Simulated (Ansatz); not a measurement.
# BaTiO3 (P1) in Ansatz: further runs, part 2 of 2

Ansatz 0.2.0.

### 4 Relaxation of cell and atoms, PBE, target pressure 20 GPa, at which the enthalpy is minimised (cell sheared at random, sigma 0.1, atoms nudged by 0.01 Å)

input.yaml

```yaml
crystal:
  lattice:
    - [3.72889799, -0.42192545, 0.02236748]
    - [-0.28447333, 3.27547427, 3.11008119]
    - [0.31642704, -2.75370717, 2.58991837]
  atoms:
    - { symbol: Ba, position: [0.00363726, 0.99726942, 0.99850154] }
    - { symbol: Ti, position: [0.50024523, 0.51160785, 0.51018213] }
    - { symbol: O, position: [0.99835421, 0.49281682, 0.49503598] }
    - { symbol: O, position: [0.4999067, 0.50153978, 0.99453815] }
    - { symbol: O, position: [0.4978566, 0.99298613, 0.49796219] }
hamiltonian:
  xc: pbe
  pseudopotentials: { kind: paw }
kpoints:
  mp_grid: { grid: [7, 6, 7] }
scf:
  occupations: { method: fermi_dirac, width: 0.05 }
output:
  forces: true
  stress: true
  eigenvalues: true
relax:
  f_tol: 0.01
  max_steps: 40
  cell: { stress_tol: 0.05, p_target: 20.0 }
```

Potentials or basis: Ansatz PAW.

Launch:

```sh
$ ansatz run input.yaml --threads 2 --pin off --max-ram 5632MiB --backend cpu --events-out ev --progress --plain --runs-dir out
```

What it wrote:

```text
Warning: RAYON_NUM_THREADS=2 ignored (pool sized by the plan → 2); use --threads N
Engine: ansatz 0.2.0, aarch64-unknown-linux-gnu
Pseudopotentials: kind: paw
Pseudopotential: Ba, paw, valence charge 10, recommended cutoff 420 eV (normal), Ba.paw.azcp
Pseudopotential: Ti, paw, valence charge 12, recommended cutoff 420 eV (normal), Ti.paw.azcp
Pseudopotential: O, paw, valence charge 6, recommended cutoff 420 eV (normal), O.paw.azcp
Functional definition: PBE
  parameter kappa = 0.804
  parameter beta = 0.06672455060314922
  exchange = pbe_x(kappa = kappa, mu = beta*pi^2/3)
  correlation = pbe_c(beta = beta)
Crystal: 5 atoms, lattice volume = 62.837 Å³
Basis set: ecut = 420 eV, 1225 PW (Γ), exchange–correlation on 54×64×54 points (8 copies of the dense FFT grid, shifted against one another)
Bands: 25, of which v1, the nominal top of the filled ones, is band 20 counted from 1 (19 counted from 0)
Symmetry: 1 space group operations
Space group: P1 (ITA 1), of the structure as read, at distance tolerance 4.0e-5 Å
k-points: 148 of 294 (time reversal used)
Non-local potential: Ba, projectors of the file, l = 0: 3, l = 1: 2, l = 2: 2, l = 3: 2
Non-local potential: Ti, projectors of the file, l = 0: 3, l = 1: 2, l = 2: 3, l = 3: 1
Non-local potential: O, projectors of the file, l = 0: 2, l = 1: 2, l = 2: 1
PAW form: soft (Blöchl's): semilocal exchange-correlation on the pseudo side does not see the compensation charge
PAW one-centre angular grid: Ba, 194 points (default); XC on 64 Gauss nodes
PAW one-centre angular grid: Ti, 590 points (default); XC on 64 Gauss nodes
PAW one-centre angular grid: O, 110 points (default); XC on 64 Gauss nodes
Initial density: superposition of atomic densities (neutral atoms: chi_scale 0, normalization atom), corrected by the library's trained network
Initial wavefunctions: pseudopotential atomic-orbital guess
Functional: x = pbe(κ = 0.804, μ = 0.2195149727645171), c = pbe(β = 0.06672455060314922)
SCF iter   1: F=—  HF=-10157.500517 eV  |F-HF|=—  |Δ(HF+E_count)|=         —  Δρ=4.75e-3  dr2=1.27e-2  ethr=1.77e-3  ⟨swp⟩=6.2  Hψ=18417  notcnv=0
preconditioner: auto → Resta (q_TF=auto, 2.530 Å⁻¹)  ε∞=6.0  [insulator: Δε(μ)=0.696 eV  Ē_g=11.910 eV  σ=0.050 eV  W_gap=1.00  n_scr=18 (ndim 8)  ℏωp=26.5 eV  f_vac=0.000  D(μ)=0.00/eV (n_scr^D=0)  ε∞_Penn≈6.0]
SCF iter   2: F=—  HF=-10157.499247 eV  |F-HF|=—  |Δ(HF+E_count)|=   1.27e-3  Δρ=2.38e-3  dr2=3.73e-3  ethr=3.18e-5  ⟨swp⟩=1.9  Hψ=5532  notcnv=0  defer=2
SCF iter   3: F=—  HF=-10157.498765 eV  |F-HF|=—  |Δ(HF+E_count)|=   4.82e-4  Δρ=3.95e-4  dr2=1.12e-4  ethr=9.31e-6  ⟨swp⟩=2.3  Hψ=6724  notcnv=0  defer=2
SCF iter   4: F=—  HF=-10157.498749 eV  |F-HF|=—  |Δ(HF+E_count)|=   1.57e-5  Δρ=1.17e-4  dr2=1.35e-5  ethr=2.80e-7  ⟨swp⟩=2.7  Hψ=6574  notcnv=0  defer=2
SCF iter   5: F=—  HF=-10157.498801 eV  |F-HF|=—  |Δ(HF+E_count)|=   5.18e-5  Δρ=3.33e-5  dr2=1.11e-6  ethr=3.39e-8  ⟨swp⟩=2.7  Hψ=6488  notcnv=0  defer=3
SCF iter   6: F=-10157.498801 eV  HF=-10157.498801 eV  |F-HF|=4.76e-9  |Δ(HF+E_count)|=   1.86e-9  Δρ=9.34e-6  dr2=6.10e-8  ethr=2.50e-10  ⟨swp⟩=6.3  Hψ=18744  notcnv=0
SCF 1 converged in 6 iterations: F = -10157.498801 eV  dr2 = 6.10e-8
relax step   1: F+E_penalty+E_count = -10157.49880074 eV  Δ(F+E_penalty+E_count) = +0.000e0 eV  max|allowed force component| = 5.282e-1 eV/Å  Δτ_max = 0.0000 Å  P = +17.350 GPa  Ω = 62.837 Å³  (6 SCF iters, dr2 threshold 1.00e-7 eV, accepted)
Crystal: 5 atoms, lattice volume = 61.859 Å³
Basis set: ecut = 420 eV, 1219 PW (Γ), exchange–correlation on 54×64×54 points (8 copies of the dense FFT grid, shifted against one another)
Initial density: handed on by an earlier stage of this run
[... 145 lines left out ...]
SCF iter   2: F=—  HF=-10159.219058 eV  |F-HF|=—  |Δ(HF+E_count)|=   5.72e-4  Δρ=1.32e-5  dr2=5.19e-8  ethr=6.86e-10  ⟨swp⟩=2.7  Hψ=6889  notcnv=0
SCF iter   3: F=—  HF=-10159.219058 eV  |F-HF|=—  |Δ(HF+E_count)|=   1.05e-9  Δρ=8.87e-6  dr2=2.30e-8  ethr=1.30e-10  ⟨swp⟩=1.4  Hψ=3776  notcnv=0
SCF iter   4: F=—  HF=-10159.219058 eV  |F-HF|=—  |Δ(HF+E_count)|=   1.30e-9  Δρ=5.38e-6  dr2=9.05e-9  ethr=5.76e-11  ⟨swp⟩=1.4  Hψ=3764  notcnv=0
SCF iter   5: F=—  HF=-10159.219058 eV  |F-HF|=—  |Δ(HF+E_count)|=  3.46e-10  Δρ=3.46e-6  dr2=3.83e-9  ethr=2.26e-11  ⟨swp⟩=1.3  Hψ=3749  notcnv=0
SCF iter   6: F=—  HF=-10159.219058 eV  |F-HF|=—  |Δ(HF+E_count)|=  1.22e-10  Δρ=2.31e-6  dr2=1.71e-9  ethr=9.57e-12  ⟨swp⟩=1.2  Hψ=3737  notcnv=0
SCF iter   7: F=—  HF=-10159.219058 eV  |F-HF|=—  |Δ(HF+E_count)|=  7.82e-11  Δρ=9.79e-7  dr2=3.12e-10  ethr=4.29e-12  ⟨swp⟩=1.4  Hψ=3878  notcnv=0
SCF iter   8: F=-10159.219058 eV  HF=-10159.219058 eV  |F-HF|=1.46e-11  |Δ(HF+E_count)|=  1.27e-11  Δρ=3.49e-7  dr2=3.99e-11  ethr=1.00e-12  ⟨swp⟩=4.4  Hψ=14294  notcnv=0
SCF 13 converged in 8 iterations: F = -10159.219058 eV  dr2 = 3.99e-11
relax step  13: F+E_penalty+E_count = -10159.21905768 eV  Δ(F+E_penalty+E_count) = -3.698e-5 eV  max|allowed force component| = 9.325e-5 eV/Å  Δτ_max = 0.0000 Å  P = +20.001 GPa  Ω = 58.844 Å³  stress off target by 3.29e-3 GPa  SCF on the basis re-selected at this cell (its energy is not comparable with the rows above)  (8 SCF iters)
basis re-selected at this cell: Δ(F+E_penalty+E_count) = -3.698e-5 eV, ΔP = +0.000 GPa vs the last step (what re-selecting the basis moved, of the pressure what is left beyond the Pulay correction that the steps carried, after the strain that the cell walked since its last selection, with what the two solves' SCF thresholds leave and, on support functions, any second-order correction that the steps lacked; it is no measure of the basis error at this ecutwfc). This SCF's stress stands 3.29e-3 GPa from its target on what of the cell is left free (relax.cell.stress_tol is 5.00e-2 GPa) and its largest allowed force component is 9.33e-5 eV/Å (relax.f_tol is 1.00e-2 eV/Å): within both
SCF converged after 8 iterations
Free energy (F): -10159.219058 eV
Harris-Foulkes:  -10159.219058 eV  (|F-HF|=1.46e-11)
Internal energy: -10159.219058 eV  (E = F + TS)
E sigma→0 (E₀):  -10159.219058 eV
Fermi energy:    12.576662 eV
--- Per-component energies (eV) ---
  E_band       = -88.068983
  E_kinetic    = 980.616904
  E_local      = -1989.892059  (includes V_loc(G=0)·N_el)
  E_nonlocal   = 204.281656
  E_hartree    = 788.812775
  E_xc         = -494.369231
  E_vxc        = -550.122520  (∫ρ·V_xc dr)
  E_paw        = -6745.903973  (= ΣΔE_a)
  E_vpaw       = -310.586079  (= ΣTr[D̂ρ^β])
  E_aug_tail   = 0.007643  (compensation charges beyond the density's cutoff)
  E_ewald      = -2902.772773
  E_smearing   = -0.000000  (= −TS)
  E_closure    = 0.000000  (closes the sum)
  Σ components = -10159.219058   (vs F -10159.219058, Δ=0.00e0)
--- Forces (eV/Å), atoms counted from 1 ---
  atom   1  Ba     0.00001760     0.00000338     0.00000341
  atom   2  Ti     0.00007483     0.00009326    -0.00001856
  atom   3  O     -0.00003688    -0.00006549    -0.00001208
  atom   4  O     -0.00002548     0.00000320     0.00006755
  atom   5  O     -0.00003005    -0.00003431    -0.00004213
  max |Σ_I F_I| component: 1.82e-6 eV/Å
--- Stress (GPa, compression-positive) ---
       20.001810       0.001496      -0.000859
        0.001496      20.000714      -0.000636
       -0.000859      -0.000636      20.000669
  P = ⅓ Tr σ = 20.0011 GPa (200.011 kbar)
--- Band table (eV; the first three rows and the last of 148) ---
  k-point 0: bands = ["-44.5891", "-20.8704", "-20.8704", "-20.8704", "-12.8667", "-5.4361", "-4.8266", "-4.8262", "1.9169", "1.9170", "1.9171", "9.3909", "9.3910", "9.3910", "10.3053", "10.3056", "10.3056", "11.5649", "11.5649", "11.5649", "13.5569", "13.5569", "13.5570", "16.1558", "16.1560"]
  k-point 1: bands = ["-44.5889", "-20.8856", "-20.8698", "-20.8698", "-12.8310", "-5.4756", "-4.8184", "-4.7888", "1.9582", "1.9584", "2.0330", "9.0012", "9.3066", "9.3066", "10.0790", "10.0791", "10.1184", "11.0334", "11.4024", "11.4025", "13.5854", "14.0104", "14.0105", "16.1646", "16.7445"]
  k-point 2: bands = ["-44.5883", "-20.9195", "-20.8683", "-20.8683", "-12.7486", "-5.6569", "-4.8005", "-4.5901", "2.0551", "2.0553", "2.2904", "8.1405", "9.0123", "9.0125", "9.7455", "9.7915", "9.7916", "10.1832", "11.1247", "11.1247", "13.6513", "14.8580", "14.8581", "16.1727", "17.7255"]
  k-point 147: bands = ["-44.5872", "-20.9439", "-20.8860", "-20.8810", "-12.6303", "-5.5771", "-4.7196", "-4.4883", "1.8544", "2.1258", "2.3925", "7.3792", "8.2593", "8.6614", "8.7169", "9.1815", "9.9802", "10.4624", "10.5449", "10.7323", "14.5322", "15.5211", "15.5575", "17.1931", "18.8549"]
--- Relaxed structure (10 steps of the walk, 10 accepted, 3 SCFs on fresh bases) ---
  F+E_penalty+E_count = -10159.21905768 eV   max|allowed force component| = 9.325e-5 eV/Å   (the final SCF, on the basis selected at the relaxed cell)
  cell:  # Å, volume = 58.8443 Å³
    - [3.88952310518618, 0.0014332769532375755, -0.00020330746917223558]
    - [-0.000882297083053353, 2.750780416740778, 2.750020574795302]
    - [0.001202611672608031, -2.7499322654660387, 2.750693577853277]
  atoms:
    - { symbol: Ba, position: [-4.699164278758799e-6, 0.9992411114744489, 0.9992480606997368] }
    - { symbol: Ti, position: [0.49998420063939264, 0.49923375036784307, 0.4992590920603349] }
    - { symbol: O, position: [1.0000073701241212, 0.4992506209956284, 0.49923696049516225] }
    - { symbol: O, position: [0.500006366084235, 0.4992453181899713, 0.9992368763430884] }
    - { symbol: O, position: [0.5000067623165299, 0.9992491989721077, 0.49923900040167785] }
```

Wall time 3.3 min (2 threads of Arm Neoverse V1, shared host); peak memory 0.55 GiB.

Results:

| Quantity | Value |
| --- | --- |
| Free energy | -10159.2191 eV |
| Relaxed volume | 11.77 Å³/atom |
| Relaxed cell | a = 3.890 Å, b = 3.890 Å, c = 3.890 Å, α = 90.00°, β = 90.00°, γ = 90.00° |
| Space group after relaxing (to 0.05 Å) | Pm-3m (No. 221) |
| Energy change on relaxing (the enthalpy is what falls) | -344.1 meV/atom |
| Ionic steps | 13 |
| Pressure after relaxing | 20.0 GPa |
| Band gap on the k mesh | 1.99 eV, direct |

Step by step:
| step | energy change (eV) | largest force (eV/Å) | volume (Å³) |
| --- | --- | --- | --- |
| 1 | 0.0000 | 0.7229 | 62.84 |
| 2 | -0.9364 | 0.6994 | 61.86 |
| 3 | -1.3312 | 0.5976 | 59.81 |
| 4 | -1.6258 | 0.4528 | 59.06 |
| 5 | -1.6456 | 0.0040 | 58.73 |
| 6 | -1.6315 | 0.0017 | 58.61 |
| 7 | -1.6301 | 0.0005 | 58.60 |
| 8 | -1.6838 | 0.0005 | 58.60 |
| 9 | -1.7153 | 0.0020 | 58.81 |
| 10 | -1.7183 | 0.0005 | 58.84 |
| 11 | -1.7193 | 0.0005 | 58.84 |
| 12 | -1.7202 | 0.0001 | 58.84 |
| 13 | -1.7203 | 0.0001 | 58.84 |

Final structure:
```cif
data_structure
_symmetry_space_group_name_H-M 'P 1'
_symmetry_Int_Tables_number 1
_cell_length_a 3.8895
_cell_length_b 3.8897
_cell_length_c 3.8895
_cell_angle_alpha 90.000
_cell_angle_beta 89.999
_cell_angle_gamma 90.000
_cell_volume 58.84
loop_
_atom_site_label
_atom_site_type_symbol
_atom_site_fract_x
_atom_site_fract_y
_atom_site_fract_z
_atom_site_occupancy
Ba1 Ba 0.00000 0.99924 0.99925 1
Ti1 Ti 0.49998 0.49923 0.49926 1
O1 O 0.00001 0.49925 0.49924 1
O2 O 0.50001 0.49925 0.99924 1
O3 O 0.50001 0.99925 0.49924 1
```

Caveat: odd divisions of the mesh miss points on the zone boundary, where band edges often lie, so the gap on the mesh can be too wide; the plane-wave basis is chosen anew once the cell has moved, so the energies of steps on either side of that aren't comparable; the pressure holds a Pulay correction of +0.6 GPa for the finite cutoff; spin-orbit coupling is left out, which moves the levels of the heavy elements. A k mesh can miss the band edges.

### 5 Relaxation of cell and atoms, PBE, target pressure 30 GPa, at which the enthalpy is minimised (cell sheared at random, sigma 0.1, atoms nudged by 0.01 Å)

input.yaml, as its differences from that of step 4:

```diff
@@ -25,2 +25,2 @@
   max_steps: 40
-  cell: { stress_tol: 0.05, p_target: 20.0 }
+  cell: { stress_tol: 0.05, p_target: 30.0 }
```

Launch:

```sh
$ ansatz run input.yaml --threads 2 --pin off --max-ram 5632MiB --backend cpu --events-out ev --progress --plain --runs-dir out
```

It took 2.8 min on 2 threads of Arm Neoverse V1, shared host; peak memory 0.56 GiB.

The run converged. Its results:

```
Free energy                                            : -10158.8843 eV
Relaxed volume                                         : 11.34 Å³/atom
Relaxed cell                                           : a = 3.841 Å, b = 3.841 Å, c = 3.841 Å, α = 90.00°, β = 90.00°, γ = 90.00°
Space group after relaxing (to 0.05 Å)                 : Pm-3m (No. 221)
Energy change on relaxing (the enthalpy is what falls) : -277.1 meV/atom
Ionic steps                                            : 11
Pressure after relaxing                                : 30.0 GPa
Band gap on the k mesh                                 : 2.01 eV, direct
```

The path:
```tsv
step	energy change (eV)	largest force (eV/Å)	volume (Å³)
1	0.0000	0.7229	62.84
2	-0.6498	0.6912	60.50
3	-1.0355	0.5455	58.35
4	-1.2990	0.1417	57.08
5	-1.3286	0.0113	56.59
6	-1.3185	0.0002	56.54
7	-1.3547	0.0003	56.54
8	-1.3837	0.0037	56.68
9	-1.3844	0.0037	56.68
10	-1.3855	0.0002	56.69
11	-1.3855	0.0002	56.69
```

Final structure:
```cif
data_structure
_symmetry_space_group_name_H-M 'P 1'
_symmetry_Int_Tables_number 1
_cell_length_a 3.8414
_cell_length_b 3.8415
_cell_length_c 3.8414
_cell_angle_alpha 90.000
_cell_angle_beta 89.999
_cell_angle_gamma 90.000
_cell_volume 56.69
loop_
_atom_site_label
_atom_site_type_symbol
_atom_site_fract_x
_atom_site_fract_y
_atom_site_fract_z
_atom_site_occupancy
Ba1 Ba 0.00000 0.99924 0.99925 1
Ti1 Ti 0.50001 0.49924 0.49925 1
O1 O 0.00000 0.49924 0.49924 1
O2 O 0.50000 0.49925 0.99924 1
O3 O 0.49999 0.99924 0.49925 1
```

Levels at points of the mesh, in eV from the valence-band top:
| k point | band 18 | band 19 | band 20 | band 21 | band 22 | band 23 |
| --- | --- | --- | --- | --- | --- | --- |
| (0.00, 0.00, 0.00) | 0.00 | 0.00 | 0.00 | 2.01 | 2.01 | 2.01 |
| (0.00, -0.50, 0.00) | -1.98 | -0.68 | -0.68 | 2.18 | 4.14 | 4.14 |

Caveat: odd divisions of the mesh miss points on the zone boundary, where band edges often lie, so the gap on the mesh can be too wide; the plane-wave basis is chosen anew once the cell has moved, so the energies of steps on either side of that aren't comparable; the pressure holds a Pulay correction of +0.6 GPa for the finite cutoff; spin-orbit coupling is left out, which moves the levels of the heavy elements. A k mesh can miss the band edges.

### 6 Summary

| cell | target pressure (GPa) | gap on the mesh (eV) | pressure (GPa) |
| --- | --- | --- | --- |
| relaxed to 5 GPa from: cell sheared at random, sigma 0.1, atoms nudged by 0.01 Å | 5 | 2.39 | 5.0 |
| relaxed to 10 GPa from: cell sheared at random, sigma 0.1, atoms nudged by 0.01 Å | 10 | 2.18 | 10.0 |
| relaxed to 20 GPa from: cell sheared at random, sigma 0.1, atoms nudged by 0.01 Å | 20 | 1.99 | 20.0 |
| relaxed to 30 GPa from: cell sheared at random, sigma 0.1, atoms nudged by 0.01 Å | 30 | 2.01 | 30.0 |

Alike in all rows: task relaxation of cell and atoms; level PBE; potentials or basis Ansatz PAW; no spin polarisation; k mesh 7 × 6 × 7; cutoff (eV) 420; smearing fermi-dirac 0.05 eV.

Caveats: odd divisions of the mesh miss points on the zone boundary, where band edges often lie, so the gap on the mesh can be too wide; the plane-wave basis is chosen anew once the cell has moved, so the energies of steps on either side of that aren't comparable; spin-orbit coupling is left out, which moves the levels of the heavy elements.

Absolute energies hang on the potentials; compare differences alone.
